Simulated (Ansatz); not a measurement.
## Is this Be₆S stable against decomposition?

Level of theory: Ansatz 0.2.0, DFT PBE, scalar-relativistic, plane waves, PAW. All cells share a 420 eV cutoff and Γ-centred k meshes spaced about 0.3 Å⁻¹ or finer (0.25 for metals, 2π included). No spin polarisation.

Energies over the elements count from the elements' standard structures at the same level, with no fitted energy shifts.

Temperature and zero-point effects are left out. The reference form of S is held partly by dispersion forces, which this level lacks.

The competitors are the elements and 1 reference phase of this chemical system (from databases or known types: BeS), relaxed at the same level; other known phases may be missing.

The candidate was reached from: a relaxed cell, shaken at random and relaxed again.

```yaml
crystal:
  lattice:
    - [1.67323, -6.35628, 0.00000]
    - [1.67323, 6.35628, 0.00000]
    - [0.00000, 0.00000, 3.34693]
  atoms:
    - { symbol: Be, position: [0.39485, 0.11987, 0.74435] }
    - { symbol: Be, position: [0.88013, 0.60515, 0.25565] }
    - { symbol: Be, position: [0.60515, 0.88013, 0.74435] }
    - { symbol: Be, position: [0.11987, 0.39485, 0.25565] }
    - { symbol: Be, position: [0.00000, 0.50000, 0.75192] }
    - { symbol: Be, position: [0.50000, 0.00000, 0.24808] }
    - { symbol: S, position: [0.50000, 0.50000, 0.50000] }
```

**Question.** Is it stable, and against what?

**Answer.** Not stable. Its formation energy is 0.023 eV/atom. The lowest competing mixture at this composition is this:

```csv
phase,space group,source,share of atoms,ΔE_f (eV/atom)
Be,-,element,0.7143,0.000
BeS,F-43m (No. 216),COD,0.2857,-1.070
```

The mixture lies at -0.306 eV/atom, and the candidate lies 0.33 eV/atom above it. A phase this far over the hull is unlikely to be made.
